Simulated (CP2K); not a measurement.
# Hf under changes of volume

One of the cells (23.523 Å³/atom); the others are scaled copies at fixed shape and fractional positions:

```xyz
1
Lattice="3.1264 0.0000 0.0000 -1.0421 2.9476 0.0000 -1.0421 -1.4738 2.5527" Properties=species:S:1:pos:R:3 pbc="T T T"
Hf    0.0000    0.0000    0.0000
```

This isn't the form of Hf at room conditions, which is hcp.

| Item | Value |
| --- | --- |
| Program | CP2K 2026.2 |
| Functional | PBEsol |
| Potentials or basis | POTENTIAL_UZH Hf GTH-PBE-q12; TZVP-MOLOPT-PBE-GTH basis |
| Density cutoff | 6123 eV |
| k mesh | 10 × 10 × 10 |
| Occupations | fermi-dirac, width 0.0259 eV |
| Spin | no spin polarisation |

```tsv
volume (Å³/atom)	energy over the lowest point (meV/atom)	pressure (GPa)
22.112	0.00	-2.5
22.582	10.05	-4.4
23.052	25.78	-6.3
23.523	46.90	-8.0
23.993	72.94	-9.6
24.464	103.32	-10.9
24.934	?	?
```

Task: What does the run at 24.934 Å³/atom give?

Result: Energy over the lowest point 137.33 meV/atom; pressure -12.1 GPa.

Worked out: A Birch-Murnaghan fit of order 3 (a polynomial in V^(-2/3)) to the other rows has its minimum at 21.62 Å³/atom, just outside them, with B0 = V·E''(V) = 109 GPa and B' = 3.1. It gives 137.79 meV/atom at 24.934 Å³/atom, against the run's 137.33, and -dE/dV = -12.4 GPa, against -12.1.

Energies are extrapolated to zero smearing.

Caveats: the potentials were made for another functional, which shifts forces and pressure; the basis of atomic orbitals isn't converged, which shifts pressures, moduli and gaps.
